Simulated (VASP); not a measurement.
**A VASP 6.6.1 single-point calculation on MgF$_{2}$**

INCAR

```
NELM = 86
ISMEAR = -1
LREAL = .FALSE.
NSW = 0
NBANDS = 25
LWAVE = .FALSE.
SIGMA = 0.02
IBRION = -1
EDIFF = 1E-7
ENCUT = 250
GGA = PE
PREC = Accurate
LASPH = .TRUE.
ISIF = 2
LCHARG = .FALSE.
```

KPOINTS

```
KPOINTS created by Atomic Simulation Environment
0
Gamma
6 6 8
0 0 0
```

POSCAR

```
Mg F
 1.0000000000000000
     4.5757958346000001    0.0000000000000000    0.0000000000000000
     0.0000000000000000    4.5757958346000001    0.0000000000000000
     0.0000000000000000    0.0000000000000000    3.0661825749000000
 Mg  F
   2   4
Cartesian
  0.0000000000000000 -0.0000000000000000  0.0000000000000000
  2.2878979173000000  2.2878979173000000  1.5330912874500000
  1.3870931431601119  1.3870931431601119  0.0000000000000000
  0.9008047741398879  3.6749910604601124  1.5330912874500000
  3.6749910604601124  0.9008047741398879  1.5330912874500000
  3.1887026914398877  3.1887026914398877  0.0000000000000000
```

The recommended PBE PAW datasets give the neutral cell 32 valence electrons.

Command

```
mpirun -np 1 vasp_std
```

Problem. Predict the outcome of this run.

Solution. It converged. Results: gap between bands v and c on the k mesh 7.52 eV; least direct gap on the k mesh 7.52 eV; pressure -167.4 GPa; largest force 0.20 eV/Å. Band v is the last that the valence electrons fill when counted band by band, and c is the next.

OSZICAR

```
N       E                     dE             d eps       ncg     rms          rms(c)
DAV:   1     0.814495270848E+02    0.81450E+02   -0.12235E+04  2893   0.669E+02
DAV:   2    -0.308006061798E+02   -0.11225E+03   -0.11021E+03  3101   0.203E+02
DAV:   3    -0.338940861547E+02   -0.30935E+01   -0.30869E+01  3101   0.331E+01
DAV:   4    -0.339022940386E+02   -0.82079E-02   -0.82070E-02  2941   0.188E+00
DAV:   5    -0.339023221908E+02   -0.28152E-04   -0.28151E-04  3090   0.109E-01    0.105E+01
DAV:   6    -0.330219202048E+02    0.88040E+00   -0.24863E-01  2541   0.340E+00    0.617E+00
DAV:   7    -0.329262415828E+02    0.95679E-01   -0.15822E-01  2587   0.286E+00    0.908E-01
DAV:   8    -0.329221501882E+02    0.40914E-02   -0.27232E-02  3040   0.119E+00    0.190E-01
DAV:   9    -0.329220351618E+02    0.11503E-03   -0.15432E-03  2775   0.264E-01    0.675E-02
DAV:  10    -0.329225548838E+02   -0.51972E-03   -0.51419E-04  2634   0.140E-01    0.545E-03
DAV:  11    -0.329225603162E+02   -0.54324E-05   -0.43536E-06  3148   0.160E-02    0.758E-03
DAV:  12    -0.329225600348E+02    0.28135E-06   -0.46541E-06  2761   0.140E-02    0.719E-04
DAV:  13    -0.329225600622E+02   -0.27336E-07   -0.36858E-08  2323   0.143E-03
   1 F= -.32922560E+02 E0= -.32922560E+02  d E =-.328752E-10
```

Standard output (part)

```
POSCAR found type information on POSCAR MgF
 POSCAR found :  2 types and       6 ions
 LDA part: xc-table for (Slater+PW92), standard interpolation
 POSCAR, INCAR and KPOINTS ok, starting setup
 WAVECAR not read
 entering main loop
```

These settings aren't sound, so the numbers aren't properties of the crystal.

On sound settings PBE gives a gap of 7.19 eV on its mesh and a pressure of 5.5 GPa for the intended cell.
